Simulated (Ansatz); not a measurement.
# Hf (Im-3m) in Ansatz: settings compared

One crystal, Hf, is run at these levels: BLYP+D4, PBE; tasks: relaxation of cell and atoms, single point.

Program: Ansatz 0.2.0. These are calculated values, not measurements. Logs are shortened: lines on timing, memory, paths and dates and some standing lists are left out, and cuts for length are marked.

### 1 The structure

The structure is cubic, space group Im-3m (No. 229). Conventional cell: a = 3.610 Å, b = 3.610 Å, c = 3.610 Å, α = 90.00°, β = 90.00°, γ = 90.00°. Hf (site symmetry m-3m) is surrounded by 8 Hf at 3.13 Å.

This isn't the form of Hf at room conditions, which is hcp.

### 2 Relaxation of cell and atoms, BLYP+D4

Contents of input.yaml:

```yaml
crystal:
  lattice:
    - [-1.805, 1.805, 1.805]
    - [1.805, -1.805, 1.805]
    - [1.805, 1.805, -1.805]
  atoms:
    - { symbol: Hf, position: [0.0, 0.0, 0.0] }
hamiltonian:
  xc: blyp
  pseudopotentials: { kind: paw }
  dispersion: d4
kpoints:
  mp_grid: { grid: [10, 10, 10] }
scf:
  occupations: { method: fermi_dirac, width: 0.05 }
output:
  forces: true
  stress: true
  eigenvalues: true
relax:
  f_tol: 0.01
  max_steps: 40
  cell: { stress_tol: 0.05 }
```

Potentials or basis: Ansatz PAW.

Launch:

```console
$ ansatz run input.yaml --threads 2 --pin off --max-ram 5632MiB --backend cpu --events-out ev --progress --plain --runs-dir out
```

Standard output:

```text
Warning: RAYON_NUM_THREADS=2 ignored (pool sized by the plan → 2); use --threads N
Engine: ansatz 0.2.0, aarch64-unknown-linux-gnu
Pseudopotentials: kind: paw
Pseudopotential: Hf, paw, valence charge 26, recommended cutoff 420 eV (normal), Hf.paw.azcp
Functional definition: BLYP
  parameter beta = 0.0042
  parameter a = 0.04918
  parameter b = 0.132
  parameter c = 0.2533
  parameter d = 0.349
  exchange = b88_x(beta = beta)
  correlation = lyp_c(a = a, b = b, c = c, d = d)
Crystal: 1 atoms, lattice volume = 23.523 Å³
Basis set: ecut = 420 eV, 459 PW (Γ), exchange–correlation on 48×48×48 points (8 copies of the dense FFT grid, shifted against one another)
Bands: 17, of which v1, the nominal top of the filled ones, is band 13 counted from 1 (12 counted from 0)
Symmetry: 48 space group operations
Space group: Im-3m (ITA 229), of the structure as read, at distance tolerance 2.9e-5 Å
k-points: 47 of 1000
Non-local potential: Hf, projectors of the file, l = 0: 3, l = 1: 2, l = 2: 2, l = 3: 3
PAW form: soft (Blöchl's): semilocal exchange-correlation on the pseudo side does not see the compensation charge
PAW frozen core: Hf, regenerated for the run's functional, and the local potential with it (the file was generated under x = pbe(κ = 0.804, μ = 0.2195149727645171), c = pbe(β = 0.06672455060314922))
PAW one-centre angular grid: Hf, 590 points (default); XC on 64 Gauss nodes
Initial density: superposition of atomic densities (neutral atoms: chi_scale 0, normalization atom), corrected by the library's trained network
Initial wavefunctions: pseudopotential atomic-orbital guess
Functional: x = b88, c = lyp
SCF iter   1: F=—  HF=-15745.198217 eV  |F-HF|=—  |Δ(HF+E_count)|=         —  Δρ=7.72e-3  dr2=1.15e-2  ethr=1.77e-3  ⟨swp⟩=5.0  Hψ=3377  notcnv=0
preconditioner: auto → Kerker (q_TF=auto, 2.774 Å⁻¹)  [metal: Δε(μ)=0.044 eV  Ē_g=18.319 eV  σ=0.050 eV  W_gap=0.22  n_scr=12 (ndim 8)  ℏωp=37.5 eV  f_vac=0.000  D(μ)=1.73/eV (n_scr^D=18)]
SCF iter   2: F=—  HF=-15745.196732 eV  |F-HF|=—  |Δ(HF+E_count)|=   1.48e-3  Δρ=4.97e-3  dr2=5.98e-3  ethr=4.43e-5  ⟨swp⟩=2.0  Hψ=1473  notcnv=0
SCF iter   3: F=—  HF=-15745.196774 eV  |F-HF|=—  |Δ(HF+E_count)|=   4.15e-5  Δρ=1.97e-3  dr2=6.56e-4  ethr=2.30e-5  ⟨swp⟩=2.0  Hψ=1391  notcnv=0
SCF iter   4: F=—  HF=-15745.196197 eV  |F-HF|=—  |Δ(HF+E_count)|=   5.76e-4  Δρ=4.61e-4  dr2=2.12e-5  ethr=2.52e-6  ⟨swp⟩=2.0  Hψ=1493  notcnv=0
SCF iter   5: F=—  HF=-15745.196217 eV  |F-HF|=—  |Δ(HF+E_count)|=   1.96e-5  Δρ=1.32e-4  dr2=1.89e-6  ethr=8.17e-8  ⟨swp⟩=2.0  Hψ=1410  notcnv=0
SCF iter   6: F=—  HF=-15745.196220 eV  |F-HF|=—  |Δ(HF+E_count)|=   3.46e-6  Δρ=3.30e-5  dr2=1.82e-7  ethr=7.25e-9  ⟨swp⟩=2.0  Hψ=1416  notcnv=0
SCF iter   7: F=-15745.196220 eV  HF=-15745.196221 eV  |F-HF|=5.79e-9  |Δ(HF+E_count)|=   2.08e-7  Δρ=1.01e-5  dr2=1.46e-8  ethr=3.85e-10  ⟨swp⟩=5.3  Hψ=3493  notcnv=0
SCF 1 converged in 7 iterations: F = -15745.196220 eV  dr2 = 1.46e-8
relax step   1: F+E_penalty+E_count = -15745.19622050 eV  Δ(F+E_penalty+E_count) = +0.000e0 eV  max|allowed force component| = 0.000e0 eV/Å  Δτ_max = 0.0000 Å  P = -5.075 GPa  Ω = 23.523 Å³  (7 SCF iters, dr2 threshold 1.00e-7 eV, accepted)
Crystal: 1 atoms, lattice volume = 21.131 Å³
Basis set: ecut = 420 eV, 381 PW (Γ), exchange–correlation on 48×48×48 points (8 copies of the dense FFT grid, shifted against one another)
Initial density: handed on by an earlier stage of this run
Initial wavefunctions: those handed on with the density
iter 1 solved again at ethr=3.25e-6 eV; its pass at ethr=3.10e-3 eV (dr2=8.46e-4 eV) is discarded
SCF iter   1: F=—  HF=-15745.199485 eV  |F-HF|=—  |Δ(HF+E_count)|=         —  Δρ=3.31e-3  dr2=9.51e-4  ethr=3.25e-6  ⟨swp⟩=2.2  Hψ=4902  notcnv=0
preconditioner: auto → Kerker (q_TF=auto, 2.824 Å⁻¹)  [metal: Δε(μ)=0.039 eV  Ē_g=18.494 eV  σ=0.050 eV  W_gap=0.19  n_scr=12 (ndim 8)  ℏωp=39.6 eV  f_vac=0.000  D(μ)=1.57/eV (n_scr^D=18)]
SCF iter   2: F=—  HF=-15745.198968 eV  |F-HF|=—  |Δ(HF+E_count)|=   5.17e-4  Δρ=1.51e-3  dr2=2.86e-4  ethr=3.25e-6  ⟨swp⟩=2.0  Hψ=1353  notcnv=0
SCF iter   3: F=—  HF=-15745.198918 eV  |F-HF|=—  |Δ(HF+E_count)|=   5.04e-5  Δρ=7.60e-4  dr2=8.41e-5  ethr=1.10e-6  ⟨swp⟩=2.0  Hψ=1316  notcnv=0
SCF iter   4: F=—  HF=-15745.198917 eV  |F-HF|=—  |Δ(HF+E_count)|=   1.00e-6  Δρ=3.57e-4  dr2=2.47e-5  ethr=3.23e-7  ⟨swp⟩=2.1  Hψ=1383  notcnv=0
SCF iter   5: F=—  HF=-15745.198905 eV  |F-HF|=—  |Δ(HF+E_count)|=   1.12e-5  Δρ=5.80e-5  dr2=7.54e-7  ethr=9.51e-8  ⟨swp⟩=2.2  Hψ=1408  notcnv=0
SCF iter   6: F=-15745.198906 eV  HF=-15745.198906 eV  |F-HF|=5.91e-9  |Δ(HF+E_count)|=   3.17e-7  Δρ=1.62e-5  dr2=5.04e-8  ethr=3.85e-10  ⟨swp⟩=3.4  Hψ=3640  notcnv=0
SCF 2 converged in 6 iterations: F = -15745.198906 eV  dr2 = 5.04e-8
relax step   2: F+E_penalty+E_count = -15745.19890557 eV  Δ(F+E_penalty+E_count) = -2.685e-3 eV  max|allowed force component| = 0.000e0 eV/Å  Δτ_max = 0.0000 Å  P = +5.611 GPa  Ω = 21.131 Å³  energy of the carried Pulay correction = +4.685e-4 eV  (6 SCF iters, dr2 threshold 1.00e-7 eV, accepted)
Crystal: 1 atoms, lattice volume = 22.323 Å³
Basis set: ecut = 420 eV, 429 PW (Γ), exchange–correlation on 48×48×48 points (8 copies of the dense FFT grid, shifted against one another)
iter 1 solved again at ethr=1.05e-6 eV; its pass at ethr=3.10e-3 eV (dr2=2.73e-4 eV) is discarded
SCF iter   1: F=—  HF=-15745.217596 eV  |F-HF|=—  |Δ(HF+E_count)|=         —  Δρ=1.80e-3  dr2=3.13e-4  ethr=1.05e-6  ⟨swp⟩=2.2  Hψ=4988  notcnv=0
preconditioner: auto → Kerker (q_TF=auto, 2.799 Å⁻¹)  [metal: Δε(μ)=0.046 eV  Ē_g=18.452 eV  σ=0.050 eV  W_gap=0.22  n_scr=12 (ndim 8)  ℏωp=38.5 eV  f_vac=0.000  D(μ)=1.59/eV (n_scr^D=18)]
SCF iter   2: F=—  HF=-15745.217447 eV  |F-HF|=—  |Δ(HF+E_count)|=   1.49e-4  Δρ=8.35e-4  dr2=9.33e-5  ethr=1.05e-6  ⟨swp⟩=2.0  Hψ=1339  notcnv=0
SCF iter   3: F=—  HF=-15745.217430 eV  |F-HF|=—  |Δ(HF+E_count)|=   1.71e-5  Δρ=4.23e-4  dr2=2.82e-5  ethr=3.59e-7  ⟨swp⟩=2.0  Hψ=1316  notcnv=0
SCF iter   4: F=—  HF=-15745.217431 eV  |F-HF|=—  |Δ(HF+E_count)|=   5.91e-7  Δρ=1.94e-4  dr2=7.97e-6  ethr=1.08e-7  ⟨swp⟩=2.1  Hψ=1394  notcnv=0
SCF iter   5: F=—  HF=-15745.217427 eV  |F-HF|=—  |Δ(HF+E_count)|=   3.29e-6  Δρ=3.30e-5  dr2=2.42e-7  ethr=3.07e-8  ⟨swp⟩=2.2  Hψ=1411  notcnv=0
SCF iter   6: F=-15745.217427 eV  HF=-15745.217427 eV  |F-HF|=5.24e-10  |Δ(HF+E_count)|=   1.17e-7  Δρ=8.27e-6  dr2=1.41e-8  ethr=3.85e-10  ⟨swp⟩=5.8  Hψ=3829  notcnv=0
SCF 3 converged in 6 iterations: F = -15745.217427 eV  dr2 = 1.41e-8
relax step   3: F+E_penalty+E_count = -15745.21742742 eV  Δ(F+E_penalty+E_count) = -1.852e-2 eV  max|allowed force component| = 0.000e0 eV/Å  Δτ_max = 0.0000 Å  P = -0.338 GPa  Ω = 22.323 Å³  energy of the carried Pulay correction = +2.289e-4 eV  (6 SCF iters, dr2 threshold 1.00e-7 eV, accepted)
Crystal: 1 atoms, lattice volume = 22.247 Å³
iter 1 solved again at ethr=6.43e-9 eV; its pass at ethr=3.10e-3 eV (dr2=1.67e-6 eV) is discarded
SCF iter   1: F=—  HF=-15745.217523 eV  |F-HF|=—  |Δ(HF+E_count)|=         —  Δρ=1.03e-4  dr2=9.30e-7  ethr=6.43e-9  ⟨swp⟩=3.0  Hψ=4652  notcnv=0
preconditioner: auto → Kerker (q_TF=auto, 2.800 Å⁻¹)  [metal: Δε(μ)=0.054 eV  Ē_g=18.427 eV  σ=0.050 eV  W_gap=0.26  n_scr=12 (ndim 8)  ℏωp=38.6 eV  f_vac=0.000  D(μ)=1.58/eV (n_scr^D=18)]
SCF iter   2: F=—  HF=-15745.217522 eV  |F-HF|=—  |Δ(HF+E_count)|=   9.50e-7  Δρ=4.49e-5  dr2=2.56e-7  ethr=3.58e-9  ⟨swp⟩=2.0  Hψ=1372  notcnv=0
SCF iter   3: F=—  HF=-15745.217522 eV  |F-HF|=—  |Δ(HF+E_count)|=   4.39e-8  Δρ=2.38e-5  dr2=8.20e-8  ethr=3.85e-10  ⟨swp⟩=4.7  Hψ=2999  notcnv=0
SCF iter   4: F=-15745.217522 eV  HF=-15745.217522 eV  |F-HF|=1.59e-8  |Δ(HF+E_count)|=   6.03e-9  Δρ=9.78e-6  dr2=2.01e-8  ethr=3.15e-10  ⟨swp⟩=5.0  Hψ=3451  notcnv=0
SCF 4 converged in 4 iterations: F = -15745.217522 eV  dr2 = 2.01e-8
relax step   4: F+E_penalty+E_count = -15745.21752244 eV  Δ(F+E_penalty+E_count) = -9.502e-5 eV  max|allowed force component| = 0.000e0 eV/Å  Δτ_max = 0.0000 Å  P = -0.001 GPa  Ω = 22.247 Å³  energy of the carried Pulay correction = +2.437e-4 eV  (4 SCF iters, dr2 threshold 1.00e-7 eV, accepted)
Initial wavefunctions: pseudopotential atomic-orbital guess (no wavefunctions were taken with the density)
iter 1 solved again at ethr=6.09e-10 eV; its pass at ethr=3.10e-3 eV (dr2=1.58e-7 eV) is discarded
SCF iter   1: F=—  HF=-15745.217291 eV  |F-HF|=—  |Δ(HF+E_count)|=         —  Δρ=6.47e-5  dr2=1.29e-7  ethr=6.09e-10  ⟨swp⟩=4.4  Hψ=6574  notcnv=0
preconditioner: auto → Kerker (q_TF=auto, 2.800 Å⁻¹)  [metal: Δε(μ)=0.053 eV  Ē_g=18.429 eV  σ=0.050 eV  W_gap=0.26  n_scr=12 (ndim 8)  ℏωp=38.6 eV  f_vac=0.000  D(μ)=1.58/eV (n_scr^D=18)]
SCF iter   2: F=—  HF=-15745.217290 eV  |F-HF|=—  |Δ(HF+E_count)|=   5.76e-7  Δρ=4.05e-5  dr2=1.24e-7  ethr=4.98e-10  ⟨swp⟩=3.0  Hψ=1715  notcnv=0
SCF iter   3: F=—  HF=-15745.217290 eV  |F-HF|=—  |Δ(HF+E_count)|=   3.59e-8  Δρ=2.42e-5  dr2=3.06e-8  ethr=4.78e-10  ⟨swp⟩=2.0  Hψ=1336  notcnv=0
SCF iter   4: F=—  HF=-15745.217290 eV  |F-HF|=—  |Δ(HF+E_count)|=   7.82e-8  Δρ=1.71e-6  dr2=3.04e-10  ethr=1.18e-10  ⟨swp⟩=2.1  Hψ=1375  notcnv=0
SCF iter   5: F=—  HF=-15745.217290 eV  |F-HF|=—  |Δ(HF+E_count)|=  6.73e-10  Δρ=6.13e-7  dr2=3.37e-11  ethr=1.17e-12  ⟨swp⟩=2.0  Hψ=1413  notcnv=0
SCF iter   6: F=-15745.217290 eV  HF=-15745.217290 eV  |F-HF|=3.64e-12  |Δ(HF+E_count)|=  4.73e-11  Δρ=1.70e-7  dr2=5.78e-12  ethr=1.00e-12  ⟨swp⟩=6.2  Hψ=3901  notcnv=0
SCF 5 converged in 6 iterations: F = -15745.217290 eV  dr2 = 5.78e-12
relax step   5: F+E_penalty+E_count = -15745.21729038 eV  Δ(F+E_penalty+E_count) = +2.321e-4 eV  max|allowed force component| = 0.000e0 eV/Å  Δτ_max = 0.0000 Å  P = -0.006 GPa  Ω = 22.247 Å³  stress off target by 6.05e-3 GPa  SCF on the basis re-selected at this cell (its energy is not comparable with the rows above)  (6 SCF iters)
basis re-selected at this cell: Δ(F+E_penalty+E_count) = +2.321e-4 eV, ΔP = -0.005 GPa vs the last step (what re-selecting the basis moved, of the pressure what is left beyond the Pulay correction that the steps carried, after the strain that the cell walked since its last selection, with what the two solves' SCF thresholds leave and, on support functions, any second-order correction that the steps lacked; it is no measure of the basis error at this ecutwfc). This SCF's stress stands 6.05e-3 GPa from its target on what of the cell is left free (relax.cell.stress_tol is 5.00e-2 GPa) and its largest allowed force component is 0.00e0 eV/Å (relax.f_tol is 1.00e-2 eV/Å): within both
SCF converged after 6 iterations
Free energy (F): -15745.217290 eV
Harris-Foulkes:  -15745.217290 eV  (|F-HF|=3.64e-12)
Internal energy: -15745.203805 eV  (E = F + TS)
E sigma→0 (E₀):  -15745.210547 eV
Entropy (-TS):   -0.013486 eV (-13.486 meV/atom)
Fermi energy:    20.197343 eV
--- Per-component energies (eV) ---
  E_band       = 52.098893
  E_kinetic    = 425.915043
  E_local      = -5055.705690  (includes V_loc(G=0)·N_el)
  E_nonlocal   = -1245.977791
  E_hartree    = 2382.316818
  E_xc         = -297.734600
  E_vxc        = -261.893613  (∫ρ·V_xc dr)
  E_paw        = -6955.192635  (= ΣΔE_a)
  E_vpaw       = 1425.127448  (= ΣTr[D̂ρ^β])
  E_aug_tail   = -0.000001  (compensation charges beyond the density's cutoff)
  E_ewald      = -4998.528565
  E_disp       = -0.378016  (pairwise vdW)
  E_core_change = 0.081632  (= ΣΔE_core)
  E_smearing   = -0.013486  (= −TS)
  E_closure    = 0.000000  (closes the sum)
  Σ components = -15745.217290   (vs F -15745.217290, Δ=0.00e0)
--- Forces (eV/Å), atoms counted from 1 ---
  atom   1  Hf     0.00000000     0.00000000    -0.00000000
  max |Σ_I F_I| component: 2.24e-30 eV/Å
--- Stress (GPa, compression-positive) ---
       -0.006055       0.000000      -0.000000
        0.000000      -0.006055       0.000000
        0.000000      -0.000000      -0.006055
  P = ⅓ Tr σ = -0.0061 GPa (-0.061 kbar)
--- Band table (eV; the first three rows and the last of 47) ---
  k-point 0: bands = ["-41.4405", "-9.7272", "-9.7272", "-9.7272", "8.6551", "8.6551", "8.6551", "8.7290", "8.7290", "8.7290", "8.7612", "13.2374", "21.5845", "21.5845", "21.5845", "24.3591", "24.3591"]
  k-point 1: bands = ["-41.4339", "-9.8118", "-9.7538", "-9.7276", "8.6574", "8.6602", "8.6604", "8.7241", "8.7271", "8.7273", "8.7547", "13.6058", "21.3416", "21.4820", "21.9515", "24.0148", "24.3633"]
  k-point 2: bands = ["-41.4165", "-10.0277", "-9.8226", "-9.7284", "8.6623", "8.6739", "8.6743", "8.7124", "8.7164", "8.7239", "8.7445", "14.6040", "20.7765", "21.0079", "23.0157", "23.7656", "24.4323"]
  k-point 46: bands = ["-41.3182", "-10.3112", "-10.3112", "-10.3112", "8.6390", "8.6875", "8.6875", "8.6875", "8.7379", "8.7379", "8.7379", "17.5839", "17.5839", "26.7950", "26.7950", "26.7950", "27.5991"]
--- Relaxed structure (4 steps of the walk, 4 accepted, 1 SCFs on fresh bases) ---
  F+E_penalty+E_count = -15745.21729038 eV   max|allowed force component| = 0.000e0 eV/Å   (the final SCF, on the basis selected at the relaxed cell)
  cell:  # Å, volume = 22.2474 Å³
    - [-1.771765503901628, 1.771765503901628, 1.771765503901628]
    - [1.771765503901628, -1.771765503901628, 1.771765503901628]
    - [1.771765503901628, 1.771765503901628, -1.771765503901628]
  atoms:
    - { symbol: Hf, position: [0.0, 0.0, 0.0] }
```

Run time: 6.1 s. Hardware: 2 threads of Arm Neoverse V1, shared host; peak memory 0.29 GiB.

Results:

```
Free energy                            : -15745.2173 eV
Relaxed volume                         : 22.25 Å³/atom
Relaxed cell                           : a = 3.069 Å, b = 3.069 Å, c = 3.069 Å, α = 109.47°, β = 109.47°, γ = 109.47°
Space group after relaxing (to 0.05 Å) : Im-3m (No. 229)
Energy gained by relaxing              : 21.1 meV/atom
Ionic steps                            : 5
Pressure after relaxing                : 0.0 GPa
Band gap on the k mesh                 : none (metal or under the smearing width)
```

Step by step:
| step | energy change (eV) | largest force (eV/Å) | volume (Å³) |
| --- | --- | --- | --- |
| 1 | 0.0000 | 0.0000 | 23.52 |
| 2 | -0.0027 | 0.0000 | 21.13 |
| 3 | -0.0212 | 0.0000 | 22.32 |
| 4 | -0.0213 | 0.0000 | 22.25 |
| 5 | -0.0211 | 0.0000 | 22.25 |

Final structure:
```
Hf
1.0
    -1.77177    1.77177    1.77177
     1.77177   -1.77177    1.77177
     1.77177    1.77177   -1.77177
Hf
1
Direct
  0.00000 0.00000 0.00000
```

Caveat: the plane-wave basis is chosen anew once the cell has moved, so the energies of steps on either side of that aren't comparable; pairwise dispersion overbinds metals, which lowers pressure and volume; the PAW data sets come from PBE, with cores solved anew for the run's functional, which leaves a small shift of forces and pressure.

### 3 Single point, PBE

Contents of input.yaml:

```yaml
crystal:
  lattice:
    - [-1.805, 1.805, 1.805]
    - [1.805, -1.805, 1.805]
    - [1.805, 1.805, -1.805]
  atoms:
    - { symbol: Hf, position: [0.0, 0.0, 0.0] }
hamiltonian:
  xc: pbe
  pseudopotentials: { kind: paw }
kpoints:
  mp_grid: { grid: [10, 10, 10] }
scf:
  occupations: { method: gaussian, width: 0.027 }
output:
  forces: true
  stress: true
  eigenvalues: true
  write_density: true
  write_potential: true
  elf: true
  volumetric_format: npy
```

Potentials or basis: Ansatz PAW.

Launch:

```console
$ ansatz run input.yaml --threads 2 --pin off --max-ram 5632MiB --backend cpu --events-out ev --progress --plain --runs-dir out
```

It took 1.7 s on 2 threads of Arm Neoverse V1, shared host; peak memory 0.28 GiB.

It converged, with:

- Free energy: -15721.1665 eV
- Pressure: -5.0 GPa
- Band gap on the k mesh: none (metal or under the smearing width)

Levels at points of the mesh, in eV from the Fermi level:
```tsv
k point	band 10	band 11	band 12	band 13	band 14	band 15	band 16	band 17
(0.00, 0.00, 0.00)	-11.60	-11.58	-6.87	1.47	1.47	1.47	4.11	4.11
(0.00, 0.00, -0.50)	-11.60	-11.59	-3.23	-0.43	0.88	3.92	4.87	7.16
(-0.50, -0.50, -0.50)	-11.60	-11.60	-2.38	-2.38	6.39	6.39	6.39	6.82
```

### 4 Single point, PBE

Changes to input.yaml since step 3:

```diff
@@ -13,3 +13,3 @@
 scf:
-  occupations: { method: gaussian, width: 0.027 }
+  occupations: { method: gaussian, width: 0.028 }
 output:
@@ -18,5 +18 @@
   eigenvalues: true
-  write_density: true
-  write_potential: true
-  elf: true
-  volumetric_format: npy
```

Launch:

```console
$ ansatz run input.yaml --threads 2 --pin off --max-ram 5632MiB --backend cpu --events-out ev --progress --plain --runs-dir out
```

Wall time 1.6 s (2 threads of Arm Neoverse V1, shared host); peak memory 0.28 GiB.

It converged, with:

```
Free energy            : -15721.1666 eV
Pressure               : -5.0 GPa
Band gap on the k mesh : none (metal or under the smearing width)
```

Levels at points of the mesh, in eV from the Fermi level:
```
              k point  band 9  band 10  band 11  band 12  band 13  band 14  band 15  band 16  band 17
   (0.00, 0.00, 0.00)  -11.60   -11.60   -11.58    -6.87     1.47     1.47     1.47     4.11     4.11
  (0.00, 0.00, -0.50)  -11.61   -11.60   -11.59    -3.23    -0.43     0.88     3.92     4.87     7.16
(-0.50, -0.50, -0.50)  -11.60   -11.60   -11.60    -2.38    -2.38     6.39     6.39     6.39     6.82
```

The run has no spin-orbit coupling, so splittings on Hf are missing.

### 5 The runs side by side

```tsv
task	level	cell	smearing	gap on the mesh (eV)	pressure (GPa)
relaxation of cell and atoms	BLYP+D4	relaxed	fermi-dirac 0.05 eV	none	0.0
single point	PBE	as given	gaussian 0.027 eV	none	-5.0
single point	PBE	as given	gaussian 0.028 eV	none	-5.0
```

Alike in all rows: potentials or basis Ansatz PAW; no spin polarisation; k mesh 10 × 10 × 10; cutoff (eV) 420.

Caveats: the plane-wave basis is chosen anew once the cell has moved, so the energies of steps on either side of that aren't comparable (some runs); pairwise dispersion overbinds metals, which lowers pressure and volume (some runs); the PAW data sets come from PBE, with cores solved anew for the run's functional, which leaves a small shift of forces and pressure (some runs).

Total energies depend on the potentials used, so only differences within one code and one set of settings carry meaning.
